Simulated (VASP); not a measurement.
# BiTe (R-3m) in VASP: a series of runs

One crystal, BiTe, is run at these levels: PBE; tasks: single point.

All numbers are computed with VASP 6.6.1; they aren't measurements. Logs are shortened: lines on timing, memory, paths and dates and some standing lists are left out, and cuts for length are marked.

**1. The crystal as given**

It takes space group R-3m (No. 166, trigonal). The conventional cell has a = 4.845 Å, b = 4.845 Å, c = 9.952 Å, α = 90.00°, β = 90.00°, γ = 120.00°. Bi (site symmetry -3m) has 6 Te at 3.25 Å as nearest neighbours. Te (site symmetry -3m) has 6 Bi at 3.25 Å as nearest neighbours.

The cell comes from a database or a generator and needn't be the stable form of this composition.

**2. Single point, PBE**

INCAR reads:

```
PREC = Accurate
ENCUT = 450
EDIFF = 0.001
ISMEAR = 0
SIGMA = 0.05
LREAL = F
LASPH = T
NELM = 100
ALGO = Normal
ISIF = 2
LWAVE = F
LCHARG = F
GGA = PE
NBANDS = 18
ADDGRID = F
```

KPOINTS reads:

```
Automatic mesh
0
Gamma
  6 6 6
```

POSCAR reads:

```
BiTe
1.0
    2.4227077728      1.3987509848      3.3172919545
   -2.4227077728      1.3987509848      3.3172919545
    0.0000000000     -2.7975019696      3.3172919545
Bi Te
1 1
Direct
    0.5000000000      0.5000000000      0.5000000000
    0.0000000000      0.0000000000      0.0000000000
```

Potentials or basis: VASP PAW PBE potentials, release 64 (Bi_d, Te).

Launch:

```bash
$ cat potpaw_PBE.64/Bi_d/POTCAR potpaw_PBE.64/Te/POTCAR > POTCAR
$ mpirun -np 1 vasp_std > vasp.out
```

OUTCAR:

```text
PREC = Accurate
   ENCUT = 450
   EDIFF = 0.001
   ISMEAR = 0
   LREAL = F
   LASPH = T
   NELM = 100
   ISIF = 2
   GGA = PE

 Found     32 irreducible k-points:

 Following reciprocal coordinates:
            Coordinates               Weight
  0.000000  0.000000  0.000000      1.000000
  0.166667 -0.000000  0.000000      6.000000
  0.333333 -0.000000  0.000000      6.000000
  0.500000 -0.000000  0.000000      3.000000
  0.166667  0.166667  0.000000      6.000000
  0.333333  0.166667  0.000000     12.000000
   k-points           NKPTS =     32   k-points in BZ     NKDIM =     32   number of bands    NBANDS=     18
   number of dos      NEDOS =    301   number of ions     NIONS =      2
   total plane-waves  NPLWV =  27000
   dimension x,y,z NGX =    30 NGY =   30 NGZ =   30
   dimension x,y,z NGXF=    60 NGYF=   60 NGZF=   60
   ions per type =               1   1
   NGX,Y,Z   is equivalent  to a cutoff of  11.49, 11.49, 11.49 a.u.
   NGXF,Y,Z  is equivalent  to a cutoff of  22.99, 22.99, 22.99 a.u.
 SYSTEM =  unknown system
   PREC   = accura    normal or accurate (medium, high low for compatibility)
   ISTART =      0    job   : 0-new  1-cont  2-samecut
   ICHARG =      2    charge: 1-file 2-atom 10-const
   ISPIN  =      1    spin polarized calculation?
   LNONCOLLINEAR =      F non collinear calculations
   LSORBIT =      F    spin-orbit coupling
   LASPH  =      T    aspherical Exc in radial PAW
   ENCUT  =  450.0 eV  33.07 Ry    5.75 a.u.   7.51  7.51  7.51*2*pi/ulx,y,z
   NELM   =    100;   NELMIN=  2; NELMDL= -5     # of ELM steps
   EDIFF  = 0.1E-02   stopping-criterion for ELM
   LREAL  =      F    real-space projection
   EDIFFG = 0.1E-01   stopping-criterion for IOM
   NSW    =      0    number of steps for IOM
   IBRION =     -1    ionic relax: 0-MD 1-quasi-New 2-CG
[... 26 lines left out ...]
 non-spin polarized calculation
 Gauss-broadening in eV      SIGMA  =   0.05
  energy-cutoff  :      450.00
  volume of cell :       67.45
 maximum number of plane-waves:      1487
   NGX = 15   NGY = 15   NGZ = 15

 number of electron      20.9999993 magnetization

 Free energy of the ion-electron system (eV)
  ---------------------------------------------------
  ext. energy  EPLUGINS =         0.00000000
  ---------------------------------------------------
  free energy    TOTEN  =        -7.18417134 eV

  energy without entropy =       -7.18209765  energy(sigma->0) =       -7.18313449

 E-fermi :   6.6424     XC(G=0):  -9.4807

 val. band max:        6.6288766912   @ k =   0.5000   0.3333   0.1667
 cond. band min:       6.6745317583   @ k =   0.3333   0.3333   0.1667
 fundamental gap:      0.0456550671
 Fermi energy:         6.6423992470

 k-point     1 :       0.0000    0.0000    0.0000
  band No.  band energies     occupation
      1     -16.5555      2.00000
      2     -16.5555      2.00000
      3     -16.5439      2.00000
      4     -16.5439      2.00000
      5     -16.5284      2.00000
      6      -6.8145      2.00000
      7      -1.6077      2.00000
      8       3.7546      2.00000
      9       3.7546      2.00000
     10       5.0557      2.00000
     11       8.5473      0.00000
     12       9.1758      0.00000
     13       9.1758      0.00000
     14      10.7392      0.00000
     15      10.7392      0.00000
     16      12.8883      0.00000
     17      13.3186      0.00000
     18      13.5509      0.00000

 k-point     2 :       0.1667   -0.0000    0.0000
  band No.  band energies     occupation
      1     -16.5555      2.00000
      2     -16.5550      2.00000
      3     -16.5452      2.00000
      4     -16.5421      2.00000
      5     -16.5278      2.00000
      6      -6.5788      2.00000
      7      -2.1847      2.00000
      8       3.9114      2.00000
      9       4.1011      2.00000
     10       4.9723      2.00000
     11       7.7450      0.00000
     12       8.2747      0.00000
     13       8.4509      0.00000
     14      11.1243      0.00000
     15      11.3335      0.00000
     16      13.1549      0.00000
     17      14.1882      0.00000
     18      14.6076      0.00000

 k-point     3 :       0.3333   -0.0000    0.0000
  band No.  band energies     occupation
      1     -16.5559      2.00000
      2     -16.5547      2.00000
      3     -16.5471      2.00000
      4     -16.5388      2.00000
      5     -16.5257      2.00000
      6      -5.8888      2.00000
      7      -3.4500      2.00000
      8       4.3650      2.00000
      9       4.6055      2.00000
     10       5.1902      2.00000
     11       6.4477      2.00000
     12       6.8694      0.00000
     13       7.4917      0.00000
     14      12.1197      0.00000
     15      12.2166      0.00000
     16      14.6793      0.00000
     17      15.4261      0.00000
     18      16.3763      0.00000

 k-point     4 :       0.5000   -0.0000    0.0000
  band No.  band energies     occupation
      1     -16.5563      2.00000
      2     -16.5550      2.00000
      3     -16.5476      2.00000
      4     -16.5377      2.00000
      5     -16.5240      2.00000
      6      -4.9111      2.00000
      7      -4.6788      2.00000
      8       4.8063      2.00000
      9       4.8424      2.00000
     10       5.6322      2.00000
     11       5.7153      2.00000
     12       6.0686      2.00000
     13       6.9839      0.00000
     14      13.3678      0.00000
     15      13.5291      0.00000
     16      13.5828      0.00000
     17      14.5141      0.00000
     18      17.4197      0.00000

 k-point     5 :       0.1667    0.1667    0.0000
  band No.  band energies     occupation
      1     -16.5569      2.00000
      2     -16.5544      2.00000
      3     -16.5449      2.00000
      4     -16.5403      2.00000
      5     -16.5280      2.00000
      6      -6.4855      2.00000
      7      -2.1994      2.00000
      8       3.2663      2.00000
      9       4.1603      2.00000
     10       5.2082      2.00000
     11       6.5153      1.99968
     12       8.9355      0.00000
     13       9.3412      0.00000
     14      10.4700      0.00000
     15      12.0237      0.00000
     16      12.9786      0.00000
     17      13.5227      0.00000
     18      13.8851      0.00000

 k-point     6 :       0.3333    0.1667    0.0000
  band No.  band energies     occupation
      1     -16.5582      2.00000
      2     -16.5541      2.00000
      3     -16.5459      2.00000
      4     -16.5368      2.00000
      5     -16.5263      2.00000
      6      -5.9511      2.00000
      7      -3.0426      2.00000
      8       3.2776      2.00000
      9       4.1291      2.00000
     10       4.1764      2.00000
     11       6.9765      0.00000
     12       8.2246      0.00000
     13       9.1122      0.00000
     14      10.3801      0.00000
     15      13.0066      0.00000
     16      14.5057      0.00000
     17      14.8700      0.00000
     18      15.5835      0.00000

 [... further k-points ...]
[... 5 lines left out ...]
  --------------------------------------------------------------------------------------
  -------------------------------------------------------------------------------------
  Total       -0.0024543     -0.0024543     -0.1295909      0.0000000      0.0000000      0.0000000
  in kB       -0.0582987     -0.0582987     -3.0782844      0.0000000      0.0000000      0.0000000
  external PRESSURE =      -1.0649606 kB  Pullay stress =       0.0000000 kB

 VOLUME and BASIS-vectors are now :
 -----------------------------------------------------------------------------
  energy-cutoff  :      450.00
  volume of cell :       67.45
      direct lattice vectors                 reciprocal lattice vectors
     2.422707773  1.398750985  3.317291954     0.206380648  0.119153923  0.100483568
    -2.422707773  1.398750985  3.317291954    -0.206380648  0.119153923  0.100483568
     0.000000000 -2.797501970  3.317291954     0.000000000 -0.238307845  0.100483568

 POSITION                                       TOTAL-FORCE (eV/Angst)
 -----------------------------------------------------------------------------------
      0.00000      0.00000      4.97594        -0.000000      0.000000      0.000000
      0.00000      0.00000      0.00000         0.000000     -0.000000     -0.000000
 -----------------------------------------------------------------------------------
    total drift:                               -0.000000      0.000000      0.000000

  FREE ENERGIE OF THE ION-ELECTRON SYSTEM (eV)
  ---------------------------------------------------
  free  energy   TOTEN  =        -7.1841713385 eV

  energy  without entropy=       -7.1820976494  energy(sigma->0) =       -7.18313449
```

Run time: 13 s. Hardware: 1 thread of Intel Xeon 6975P-C (Granite Rapids), shared host; peak memory 0.18 GiB.

The run converged, but some of its settings lie outside the range that counts as converged, so its numbers aren't taken as properties of the crystal.

What came out:

| Property | Result |
| --- | --- |
| Free energy | -7.1842 eV |
| Pressure | -0.1 GPa |
| Band gap on the k mesh | none (metal or under the smearing width) |

Caveat: spin-orbit coupling is left out, which moves the levels of the heavy elements.

**3. Single point, PBE**

INCAR is that of step 2.

KPOINTS is that of step 2.

POSCAR reads:

```
BiTe
1.0
    2.4227077728      1.3987509848      3.3172919545
   -2.4227077728      1.3987509848      3.3172919545
    0.0000000000     -2.7975019696      3.3172919545
Bi Te
1 1
Direct
    0.5120250000      0.5038480000      0.5048510000
   -0.0040940000     -0.0152210000     -0.0035880000
```

Potentials or basis: VASP PAW PBE potentials, release 64 (Bi_d, Te).

Launch:

```bash
$ cat potpaw_PBE.64/Bi_d/POTCAR potpaw_PBE.64/Te/POTCAR > POTCAR
$ mpirun -np 1 vasp_std > vasp.out
```

OUTCAR:

```text
PREC = Accurate
   ENCUT = 450
   EDIFF = 0.001
   ISMEAR = 0
   LREAL = F
   LASPH = T
   NELM = 100
   ISIF = 2
   GGA = PE

 Found    112 irreducible k-points:

 Following reciprocal coordinates:
            Coordinates               Weight
  0.000000  0.000000  0.000000      1.000000
  0.166667 -0.000000  0.000000      2.000000
 -0.000000  0.166667  0.000000      2.000000
  0.000000  0.000000  0.166667      2.000000
  0.333333 -0.000000  0.000000      2.000000
 -0.000000  0.333333  0.000000      2.000000
   k-points           NKPTS =    112   k-points in BZ     NKDIM =    112   number of bands    NBANDS=     18
   number of dos      NEDOS =    301   number of ions     NIONS =      2
   total plane-waves  NPLWV =  27000
   dimension x,y,z NGX =    30 NGY =   30 NGZ =   30
   dimension x,y,z NGXF=    60 NGYF=   60 NGZF=   60
   ions per type =               1   1
   NGX,Y,Z   is equivalent  to a cutoff of  11.49, 11.49, 11.49 a.u.
   NGXF,Y,Z  is equivalent  to a cutoff of  22.99, 22.99, 22.99 a.u.
 SYSTEM =  unknown system
   PREC   = accura    normal or accurate (medium, high low for compatibility)
   ISTART =      0    job   : 0-new  1-cont  2-samecut
   ICHARG =      2    charge: 1-file 2-atom 10-const
[... 48 lines left out ...]
  ext. energy  EPLUGINS =         0.00000000
  ---------------------------------------------------
  free energy    TOTEN  =        -7.16808663 eV

  energy without entropy =       -7.16578274  energy(sigma->0) =       -7.16693469

 E-fermi :   6.6066     XC(G=0):  -9.4777

 val. band max:        6.6041912749   @ k =   0.5000  -0.1667  -0.3333
 cond. band min:       6.6102480643   @ k =   0.3333   0.3333   0.1667
 fundamental gap:      0.0060567893
 Fermi energy:         6.6065642678

 k-point     1 :       0.0000    0.0000    0.0000
  band No.  band energies     occupation
      1     -16.5499      2.00000
      2     -16.5497      2.00000
      3     -16.5385      2.00000
      4     -16.5384      2.00000
      5     -16.5231      2.00000
      6      -6.8274      2.00000
[... 103 lines left out ...]
      5     -16.5202      2.00000
      6      -5.9051      2.00000
[... 10 lines left out ...]
     17      15.4292      0.00000
     18      16.3608      0.00000

 [... further k-points ...]
[... 5 lines left out ...]
  --------------------------------------------------------------------------------------
  -------------------------------------------------------------------------------------
  Total        0.0758857      0.1686086     -0.0190225      0.0158764      0.0152103     -0.0043690
  in kB        1.8025788      4.0051052     -0.4518569      0.3771256      0.3613025     -0.1037812
  external PRESSURE =       1.7852757 kB  Pullay stress =       0.0000000 kB

 VOLUME and BASIS-vectors are now :
 -----------------------------------------------------------------------------
  energy-cutoff  :      450.00
  volume of cell :       67.45
      direct lattice vectors                 reciprocal lattice vectors
     2.422707773  1.398750985  3.317291954     0.206380648  0.119153923  0.100483568
    -2.422707773  1.398750985  3.317291954    -0.206380648  0.119153923  0.100483568
     0.000000000 -2.797501970  3.317291954     0.000000000 -0.238307845  0.100483568

 POSITION                                       TOTAL-FORCE (eV/Angst)
 -----------------------------------------------------------------------------------
      0.01981      0.00863      5.04469         0.016476     -0.064142     -0.224298
      0.02696     -0.01698      9.87590        -0.016476      0.064142      0.224298
 -----------------------------------------------------------------------------------
    total drift:                               -0.000900     -0.000530     -0.001485

  FREE ENERGIE OF THE ION-ELECTRON SYSTEM (eV)
  ---------------------------------------------------
  free  energy   TOTEN  =        -7.1680866307 eV

  energy  without entropy=       -7.1657827410  energy(sigma->0) =       -7.16693469
```

OSZICAR:

```text
N       E                     dE             d eps       ncg     rms          rms(c)
DAV:   1     0.151720157094E+03    0.15172E+03   -0.92504E+03  4034   0.101E+03
DAV:   2     0.422372228875E+01   -0.14750E+03   -0.14382E+03  4354   0.288E+02
DAV:   3    -0.689640944160E+01   -0.11120E+02   -0.11041E+02  4952   0.850E+01
DAV:   4    -0.719651398406E+01   -0.30010E+00   -0.29956E+00  5100   0.153E+01
DAV:   5    -0.720751399209E+01   -0.11000E-01   -0.10999E-01  5496   0.268E+00    0.580E+00
DAV:   6    -0.716458945055E+01    0.42925E-01   -0.14122E-01  5824   0.221E+00    0.361E+00
DAV:   7    -0.716809075182E+01   -0.35013E-02   -0.33049E-02  4794   0.911E-01    0.745E-01
DAV:   8    -0.716808663070E+01    0.41211E-05   -0.44334E-03  4568   0.449E-01
   1 F= -.71680866E+01 E0= -.71669347E+01  d E =-.230389E-02
```

stdout:

```text
POSCAR found type information on POSCAR BiTe
 POSCAR found :  2 types and       2 ions
 scaLAPACK will be used
 LDA part: xc-table for (Slater+PW92), standard interpolation
 POSCAR, INCAR and KPOINTS ok, starting setup
 FFT: planning ... GRIDC
 FFT: planning ... GRID_SOFT
 FFT: planning ... GRID
 WAVECAR not read
 entering main loop
```

It took 40 s on 1 thread of Intel Xeon 6975P-C (Granite Rapids), shared host; peak memory 0.24 GiB.

The run converged, but some of its settings lie outside the range that counts as converged, so its numbers aren't taken as properties of the crystal.

Results:

```yaml
Free_energy: -7.1681 eV
Pressure: 0.2 GPa
Largest_force: 0.234 eV/Å
Band_gap_on_the_k_mesh: none (metal or under the smearing width)
```

Caveat: spin-orbit coupling is left out, which moves the levels of the heavy elements.

**4. Single point, PBE**

Changes to INCAR since step 3:

```diff
@@ -2,3 +2,3 @@
 ENCUT = 450
-EDIFF = 0.001
+EDIFF = 1E-4
 ISMEAR = 0
```

KPOINTS is that of step 3.

POSCAR reads:

```
BiTe
1.0
    2.4227077728      1.3987509848      3.3172919545
   -2.4227077728      1.3987509848      3.3172919545
    0.0000000000     -2.7975019696      3.3172919545
Bi Te
1 1
Direct
    0.5000000000      0.5000000000      0.5000000000
    0.0000000000      0.0000000000      0.0000000000
```

Launch:

```bash
$ cat potpaw_PBE.64/Bi_d/POTCAR potpaw_PBE.64/Te/POTCAR > POTCAR
$ mpirun -np 1 vasp_std > vasp.out
```

Wall time 13 s (1 thread of Intel Xeon 6975P-C (Granite Rapids), shared host); peak memory 0.18 GiB.

The run converged, but some of its settings lie outside the range that counts as converged, so its numbers aren't taken as properties of the crystal.

What came out:

```
Free energy            : -7.1843 eV
Pressure               : 0.0 GPa
Band gap on the k mesh : none (metal or under the smearing width)
```

Caveat: spin-orbit coupling is left out, which moves the levels of the heavy elements.
